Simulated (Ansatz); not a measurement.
# Molecular dynamics of SiO₂

Input file:

```yaml
crystal:
  lattice:
    - [5.91311, 0.0, 0.0]
    - [0.0, 5.3324, 0.0]
    - [0.0, 0.0, 16.76774]
  atoms:
    - { symbol: Si, position: [0.0, 0.0, 0.0596383] }
    - { symbol: Si, position: [0.5, 0.25, 0.0596383] }
    - { symbol: O, position: [0.0, 0.0, 0.16315239] }
    - { symbol: O, position: [0.1937, 0.25, 0.0596383] }
    - { symbol: O, position: [0.5, 0.0, 0.11644412] }
    - { symbol: O, position: [0.8063, 0.25, 0.0596383] }
    - { symbol: Si, position: [0.5, 0.0, 0.26879866] }
    - { symbol: Si, position: [1.0, 0.25, 0.24433148] }
    - { symbol: O, position: [0.5, 0.0, 0.36668375] }
    - { symbol: O, position: [0.68819396, 0.25, 0.24128121] }
    - { symbol: O, position: [0.0, 0.0, 0.30489591] }
    - { symbol: O, position: [0.31180604, 0.25, 0.24128121] }
    - { symbol: Si, position: [0.0, 0.5, 0.0596383] }
    - { symbol: Si, position: [0.5, 0.75, 0.0596383] }
    - { symbol: O, position: [0.0, 0.5, 0.16315239] }
    - { symbol: O, position: [0.1937, 0.75, 0.0596383] }
    - { symbol: O, position: [0.5, 0.5, 0.11644412] }
    - { symbol: O, position: [0.8063, 0.75, 0.0596383] }
    - { symbol: Si, position: [0.5, 0.5, 0.26879866] }
    - { symbol: Si, position: [1.0, 0.75, 0.24433148] }
    - { symbol: O, position: [0.5, 0.5, 0.36668375] }
    - { symbol: O, position: [0.68819396, 0.75, 0.24128121] }
    - { symbol: O, position: [0.0, 0.5, 0.30489591] }
    - { symbol: O, position: [0.31180604, 0.75, 0.24128121] }
basis:
  ecutwfc: 420.0
kpoints:
  mp_grid: { grid: [2, 2, 1] }
hamiltonian:
  xc: pbe
  dispersion: d3bj
  pseudopotentials: { kind: paw, azcp: { folder: soft_1 } }
scf:
  occupations: { method: fermi_dirac, width: 0.02 }
  lower_state_search: "off"
md:
  timestep: 1
  n_steps: 80
  ensemble: nvt_langevin
  temperature: 700.0
  initial_velocities: maxwell_boltzmann
  seed: 530256
  friction: 0.02
  constraints: [{ sites: [0, 1, 3, 5, 12, 13, 15, 17] }]
```

Command:

```bash
$ ansatz run input.yaml --threads 1 --pin off --max-ram 3072MiB --backend cpu --events-out ev --progress --plain --runs-dir out
```

It starts from a relaxed structure.

Output, in part (one step line in 3):

```
md step     0: t =     0.00 fs  T =   700.0 K  F+E_penalty+E_count = -14174.19738542 eV  E_kin = 1.447712 eV  (25 SCF iters)
md step     3: t =     3.00 fs  T =   742.8 K  F+E_penalty+E_count = -14174.06252303 eV  E_kin = 1.536195 eV  (18 SCF iters)
md step     6: t =     6.00 fs  T =   582.4 K  F+E_penalty+E_count = -14173.73305850 eV  E_kin = 1.204496 eV  (11 SCF iters)
md step     9: t =     9.00 fs  T =   409.4 K  F+E_penalty+E_count = -14173.37620716 eV  E_kin = 0.846707 eV  (13 SCF iters)
md step    12: t =    12.00 fs  T =   304.8 K  F+E_penalty+E_count = -14173.19798914 eV  E_kin = 0.630345 eV  (11 SCF iters)
md step    15: t =    15.00 fs  T =   500.8 K  F+E_penalty+E_count = -14173.23249787 eV  E_kin = 1.035825 eV  (11 SCF iters)
md step    18: t =    18.00 fs  T =   570.0 K  F+E_penalty+E_count = -14173.31753395 eV  E_kin = 1.178770 eV  (13 SCF iters)
md step    21: t =    21.00 fs  T =   522.4 K  F+E_penalty+E_count = -14173.28291605 eV  E_kin = 1.080507 eV  (11 SCF iters)
md step    24: t =    24.00 fs  T =   522.1 K  F+E_penalty+E_count = -14173.17647982 eV  E_kin = 1.079823 eV  (13 SCF iters)
md step    27: t =    27.00 fs  T =   520.3 K  F+E_penalty+E_count = -14173.11476295 eV  E_kin = 1.076043 eV  (14 SCF iters)
md step    30: t =    30.00 fs  T =   543.5 K  F+E_penalty+E_count = -14173.07941527 eV  E_kin = 1.124086 eV  (15 SCF iters)
md step    33: t =    33.00 fs  T =   472.8 K  F+E_penalty+E_count = -14173.07055243 eV  E_kin = 0.977924 eV  (11 SCF iters)
md step    36: t =    36.00 fs  T =   533.6 K  F+E_penalty+E_count = -14173.08445232 eV  E_kin = 1.103627 eV  (12 SCF iters)
md step    39: t =    39.00 fs  T =   469.0 K  F+E_penalty+E_count = -14173.03904403 eV  E_kin = 0.969964 eV  (11 SCF iters)
md step    42: t =    42.00 fs  T =   459.6 K  F+E_penalty+E_count = -14172.91781152 eV  E_kin = 0.950523 eV  (9 SCF iters)
md step    45: t =    45.00 fs  T =   446.6 K  F+E_penalty+E_count = -14172.79952810 eV  E_kin = 0.923638 eV  (10 SCF iters)
md step    48: t =    48.00 fs  T =   372.9 K  F+E_penalty+E_count = -14172.74226382 eV  E_kin = 0.771299 eV  (10 SCF iters)
md step    51: t =    51.00 fs  T =   481.8 K  F+E_penalty+E_count = -14172.76180149 eV  E_kin = 0.996542 eV  (13 SCF iters)
md step    54: t =    54.00 fs  T =   675.9 K  F+E_penalty+E_count = -14172.86984002 eV  E_kin = 1.397927 eV  (13 SCF iters)
md step    57: t =    57.00 fs  T =   772.7 K  F+E_penalty+E_count = -14172.99441992 eV  E_kin = 1.598156 eV  (13 SCF iters)
md step    60: t =    60.00 fs  T =   696.3 K  F+E_penalty+E_count = -14173.07803498 eV  E_kin = 1.439969 eV  (17 SCF iters)
md step    63: t =    63.00 fs  T =   593.6 K  F+E_penalty+E_count = -14173.14361283 eV  E_kin = 1.227590 eV  (13 SCF iters)
md step    66: t =    66.00 fs  T =   660.8 K  F+E_penalty+E_count = -14173.22885506 eV  E_kin = 1.366612 eV  (14 SCF iters)
md step    69: t =    69.00 fs  T =   681.4 K  F+E_penalty+E_count = -14173.24279200 eV  E_kin = 1.409204 eV  (13 SCF iters)
md step    72: t =    72.00 fs  T =   623.9 K  F+E_penalty+E_count = -14173.19885565 eV  E_kin = 1.290329 eV  (11 SCF iters)
md step    75: t =    75.00 fs  T =   799.7 K  F+E_penalty+E_count = -14173.26871176 eV  E_kin = 1.653877 eV  (13 SCF iters)
md step    78: t =    78.00 fs  T =   819.6 K  F+E_penalty+E_count = -14173.43373034 eV  E_kin = 1.695016 eV  (11 SCF iters)
md step    80: t =    80.00 fs  T =   960.3 K  F+E_penalty+E_count = -14173.58874091 eV  E_kin = 1.986056 eV  (15 SCF iters)
```

The run went to its last step. The mean temperature of the second half is 11 % below the set value. A run of 0.08 ps of so small a system gives no equilibrium averages. Limits of this set-up: coarse k mesh, thin slab, slab without dipole correction.

Mean squared displacements from the first frame to the last: Si 0.00 Å², O 0.03 Å².

Last frame:

```xyz
24
Lattice="5.9131 0.0000 0.0000 0.0000 5.3324 0.0000 0.0000 0.0000 16.7677" Properties=species:S:1:pos:R:3
Si 0.000 0.000 1.000
Si 2.957 1.333 1.000
O 0.007 0.011 2.653
O 1.145 1.333 1.000
O 3.008 0.008 1.973
O 4.768 1.333 1.000
Si 2.961 0.048 4.495
Si 5.827 1.346 4.072
O 3.231 0.424 6.062
O 4.034 1.343 3.896
O 0.027 -0.012 5.086
O 1.714 1.328 4.090
Si 0.000 2.666 1.000
Si 2.957 3.999 1.000
O -0.123 2.543 2.749
O 1.145 3.999 1.000
O 2.899 2.671 1.969
O 4.768 3.999 1.000
Si 2.889 2.613 4.524
Si 5.861 4.023 4.140
O 3.086 2.461 6.137
O 4.025 3.932 4.011
O -0.040 2.655 5.154
O 1.923 4.048 4.114
```

Run time: 16 min on 1 thread of Arm Neoverse V1, on a shared host, peak memory 0.79 GiB.
